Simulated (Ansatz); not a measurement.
**Cu under changes of volume**

One of the cells (11.994 Å³/atom); the others are scaled copies at fixed shape and fractional positions:

```
Cu
1.0
     1.21846   -3.97638    0.00000
     1.21846    3.97638    0.00000
     0.00000    0.00000    2.47550
Cu
2
Direct
  0.86613 0.13387 0.75000
  0.13387 0.86613 0.25000
```

This isn't the form of Cu at room conditions, which is fcc.

| Item | Value |
| --- | --- |
| Program | Ansatz 0.2.0 |
| Functional | LDA |
| Potentials or basis | all-electron LAPW, scalar-relativistic |
| Cutoff | 330 eV (chosen from the basis error) |
| Basis error allowed | 0.001 eV/atom |
| k mesh | 11 × 11 × 11 |
| Occupations | fermi-dirac, width 0.05 eV |
| Spin | no spin polarisation |

| volume (Å³/atom) | energy over the lowest point (meV/atom) | pressure (GPa) | largest force (eV/Å) |
| --- | --- | --- | --- |
| 11.274 | 0.39 | 2.2 | 0.040 |
| 11.514 | 0.00 | -1.5 | 0.009 |
| 11.754 | 4.77 | -4.7 | 0.018 |
| 11.994 | 14.08 | -7.6 | 0.043 |
| 12.234 | 27.39 | -10.1 | 0.067 |
| 12.474 | 44.21 | -12.3 | 0.088 |
| 12.714 | ? | ? | ? |

Problem. What does the run at 12.714 Å³/atom give?

Solution. Energy over the lowest point 64.11 meV/atom; pressure -14.2 GPa; largest force 0.107 eV/Å.

Worked out: A Birch-Murnaghan fit of order 3 (a polynomial in V^(-2/3)) to the other rows has its minimum at 11.41 Å³/atom with B0 = V·E''(V) = 173 GPa and B' = 5.1 at fixed shape and positions, which overstates the stiffness. It gives 64.12 meV/atom at 12.714 Å³/atom, against the run's 64.11, and -dE/dV = -14.2 GPa, against -14.2.

Energies are extrapolated to zero smearing.
